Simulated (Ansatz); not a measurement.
Method: Ansatz, DFT PBE, scalar-relativistic, plane waves, PAW. All cells share a 420 eV cutoff and Γ-centred k meshes spaced at most about 0.3 Å⁻¹ (2π included). No spin polarisation.

These are static total energies at zero pressure.

Compare these two cells of ZrSi3O8, each relaxed at this level.

A.

```
CELL_PARAMETERS angstrom
4.25185 0.00000 0.00000
0.00000 4.25185 0.00000
0.00000 0.00000 8.76396
ATOMIC_POSITIONS crystal
Zr 0.50000 0.50000 0.50000
Si 0.50000 0.00000 0.00000
Si 0.00000 0.50000 0.00000
Si 0.00000 0.00000 0.50000
O 0.78247 0.21753 0.38829
O 0.21753 0.78247 0.38829
O 0.74947 0.25053 0.91282
O 0.25053 0.74947 0.91282
O 0.78247 0.78247 0.61171
O 0.21753 0.21753 0.61171
O 0.74947 0.74947 0.08718
O 0.25053 0.25053 0.08718
```

B.

```
CELL_PARAMETERS angstrom
3.76233 -3.83070 0.00000
3.76233 3.83070 0.00000
-0.00505 0.00000 7.60723
ATOMIC_POSITIONS crystal
Zr 0.22973 0.77027 0.00000
Si 0.77322 0.22678 0.50000
Si 0.72508 0.72594 0.73042
Si 0.27406 0.27492 0.26958
O 0.28820 0.56513 0.20889
O 0.01054 0.21187 0.36798
O 0.79234 0.48998 0.60557
O 0.89181 0.71801 0.91022
O 0.78813 0.98946 0.63202
O 0.51002 0.20766 0.39443
O 0.28199 0.10819 0.08978
O 0.43487 0.71180 0.79111
```

**Question.** Which is lower in energy, and by how much?

**Answer.** B is lower, by 282 meV/atom. A has space group P-42m (No. 111), 13.2 Å³/atom and a gap of 4.15 eV on its mesh; B has space group C2 (No. 5), 18.3 Å³/atom and a gap of 5.19 eV. In A, around Zr lie 4 O at 1.96 Å and 4 Si at 3.01 Å; Si on a site of symmetry 222 has 4 O at 1.69 Å; around O on its first site lie 1 Si at 1.63 Å and 1 Zr at 1.96 Å; 2 more sites not described. In B, Zr is surrounded by 4 O at 1.95–1.96 Å; around Si on a site of symmetry 2 lie 4 O at 1.63 Å; O on its first site has 1 Si at 1.63 Å and 1 Zr at 1.96 Å; 4 more sites not described. Both come from invented guesses. Checks on B: no imaginary mode at Γ (other wave vectors untested).

No dispersion correction is applied, so the spacing and binding between layers, chains or molecules are poorly described (P-42m), and this can change margins and order among such cells. Kohn–Sham gaps at this level usually fall short of measured ones. Cells relaxed within their symmetry can be saddle points.
